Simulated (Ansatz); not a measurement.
AgBr under changes of volume

One of the cells (23.644 Å³/atom); the others are scaled copies at fixed shape and fractional positions:

```xyz
2
Lattice="0.0000 2.8702 2.8702 2.8702 0.0000 2.8702 2.8702 2.8702 0.0000" Properties=species:S:1:pos:R:3 pbc="T T T"
Ag    0.0000    0.0000    0.0000
Br    2.8702    2.8702    2.8702
```

```yaml
Program: Ansatz 0.2.0
Functional: PBEsol
Dispersion: D4
Potentials_or_basis: Ansatz PAW
Cutoff: "420 eV (not typed: the program's choice for these potentials)"
k_mesh: 8 × 8 × 8
Occupations: fermi-dirac, width 0.05 eV
Spin: no spin polarisation
```

```csv
volume (Å³/atom),energy over the lowest point (meV/atom),pressure (GPa),gap on the mesh (eV)
22.225,0.00,0.0,0.50
22.698,1.76,-1.2,0.50
23.171,6.68,-2.2,0.50
23.644,?,?,?
24.116,24.40,-3.8,0.51
24.589,36.55,-4.4,0.52
25.062,50.51,-5.0,0.52
```

What does the run at 23.644 Å³/atom give?

Energy over the lowest point 14.34 meV/atom; pressure -3.0 GPa; gap on the mesh 0.50 eV.

Worked out: A Birch-Murnaghan fit of order 3 (a polynomial in V^(-2/3)) to the other rows has its minimum at 22.22 Å³/atom, just outside them, with B0 = V·E''(V) = 58 GPa and B' = 5.4. It gives 14.35 meV/atom at 23.644 Å³/atom, against the run's 14.34, and -dE/dV = -3.0 GPa, against -3.0. A straight line through the other rows of the gap, of slope 0.196 eV per unit of ln V, gives 0.51 eV, against the run's 0.50.

Energies are extrapolated to zero smearing.

Caveats: the PAW data sets come from PBE, with cores solved anew for the run's functional, which leaves a small shift of forces and pressure.

A mesh can miss the band edges. Spin-orbit coupling on Ag, Br is left out.
